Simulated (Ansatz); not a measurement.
# KI: the cost of one run

Program: Ansatz 0.2.0. Level of theory: DFT r2SCAN, scalar-relativistic, plane waves, PAW. These are calculated values, not measurements.

1 further run of the same task is left out (set aside as unsound or not needed).

## Step 1: The structure to begin with

The structure is hexagonal, space group P6_3/mmc (No. 194). The conventional cell has a = 4.970 Å, b = 4.970 Å, c = 8.679 Å, α = 90.00°, β = 90.00°, γ = 120.00°. K (site symmetry -3m) is surrounded by 6 I at 3.60 Å. Around I (site symmetry -6m2) lie 6 K at 3.60 Å.

Structure file:

```
K I
1.0
     2.48565   -4.30336    0.00000
     2.48565    4.30336    0.00000
     0.00000    0.00000    8.67931
K I
2 2
Direct
  0.50000 0.50000 0.50000
  0.50000 0.50000 0.00000
  0.83322 0.16678 0.25000
  0.16678 0.83322 0.75000
```

It goes back to an entry of the Materials Project, which need not be the stable form.

It is the result of an earlier relaxation at this level (volume 46.42 Å³/atom; gap on the mesh: 3.78 eV).

## Step 2: The same geometry with r2SCAN

input.yaml reads:

```yaml
crystal:
  lattice:
    - [2.4856454456, -4.3033639529, 0.0]
    - [2.4856454456, 4.3033639529, 0.0]
    - [0.0, 0.0, 8.6793136639]
  atoms:
    - { symbol: K, position: [0.5, 0.5, 0.5] }
    - { symbol: K, position: [0.5, 0.5, 0.0] }
    - { symbol: I, position: [0.8332197398, 0.1667802602, 0.25] }
    - { symbol: I, position: [0.1667802602, 0.8332197398, 0.75] }
basis:
  ecutwfc: 500
kpoints:
  mp_grid: { grid: [6, 6, 4] }
  band_path:
    path:
      - [[0.0, 0.0, 0.0], [-0.5, 0.5, 0.0], [-0.33340695, 0.66659305, 0.0]]
      - [[0.33340695, 0.33340695, 0.0], [0.0, 0.0, 0.0], [0.0, 0.0, 0.5], [0.33340695, 0.33340695, 0.5]]
      - [[-0.33340695, 0.66659305, 0.5], [-0.5, 0.5, 0.5], [-0.5, 0.5, 0.0]]
      - [[0.0, 0.0, 0.0], [0.0, 0.5, 0.0], [0.0, 0.5, 0.5], [0.0, 0.0, 0.5], [-0.5, 0.5, 0.5]]
    npoints: 14
hamiltonian:
  xc: r2scan
scf:
  occupations: { method: gaussian, width: 0.02 }
  n_extra_bands: 10
output:
  forces: true
  stress: true
  eigenvalues: true
  populations: true
  dos: { projected: true, de: 0.02, nscf_kmesh: { grid: [9, 9, 6] } }
  bader: true
```

Run with:

```console
ansatz run input.yaml --threads 1 --pin off --max-ram 2560MiB --backend cpu --events-out ev --progress --plain --runs-dir out
```

What time and memory should one allow on 1 thread of Intel Xeon 6975P-C (Granite Rapids), shared host?

About 59 s, with a peak of 1.3 GiB.
